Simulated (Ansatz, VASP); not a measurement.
## Y: VASP beside Ansatz

INCAR

```
PREC = Accurate ; ENCUT = 520
EDIFF = 1E-7 ; ISMEAR = -1
SIGMA = 0.1 ; LREAL = False
LASPH = True ; NELM = 100
ALGO = Normal ; ISIF = 2
LWAVE = False ; LCHARG = False
GGA = PE ; NBANDS = 18
```

Contents of KPOINTS:

```
Automatic mesh
0
Gamma
  7 7 4
```

POSCAR

```
Y
1.0
    2.9995470000      0.0000000000      0.0000000000
    1.4997740000     -3.0835100000      0.0000000000
    0.0000000000      0.0000000000     -5.2004050000
Y
2
Direct
    0.1050000000      0.7900000000      0.7500000000
    0.8950000000      0.2100000000      0.2500000000
```

Input for Ansatz:

```yaml
crystal:
  lattice:
    - [2.999547, 0.0, 0.0]
    - [1.499774, -3.08351, 0.0]
    - [0.0, 0.0, -5.200405]
  atoms:
    - { symbol: "Y", position: [0.105, 0.79, 0.75] }
    - { symbol: "Y", position: [0.895, 0.21, 0.25] }
  symmetry: { tolerance: 0.0003 }
kpoints:
  mp_grid: { grid: [7, 7, 4], shift: [0, 0, 0] }
magnetization:
  spin_polarized: false
scf:
  occupations: { method: fermi_dirac }
hamiltonian:
  pseudopotentials: { kind: paw }
  xc: pbe
basis:
  ecutwfc: 420
output:
  forces: true
  stress: true
  eigenvalues: true
```

The cell was built by a generator and needn't be a form met in nature.

Alike in both runs: task single point; functional PBE; k mesh 7 × 7 × 4; no spin polarisation.

|  | VASP | Ansatz |
| --- | --- | --- |
| version | VASP 6.6.1 | Ansatz 0.2.0 |
| potentials or method | VASP PAW PBE potentials, release 64 (Y_sv) | PAW plane waves |
| plane-wave cutoff (eV) | 520 | 420 |
| occupations | fermi-dirac, width 0.1 eV | fermi-dirac |
| valence electrons in the cell | 22 | 22 |

|  | VASP | Ansatz | Ansatz less VASP |
| --- | --- | --- | --- |
| gap on the k mesh at the Fermi level (eV) | none | none | - |
| pressure (GPa) | 17.3 | 17.5 | +0.19 |
| largest component of the traceless stress (GPa) | 5.01 | 4.90 | -0.107 |
| rms of the force components (eV/Å) | 0.385 | 0.375 | -0.0100 |

Atom by atom the forces differ by 0.010 eV/Å (rms over components). A gap of «none» marks a metal or a gap that the smearing closes.

Caveats: so large a pressure means that the cell lies far from this level's equilibrium, or that cutoff or potentials fall short (VASP).
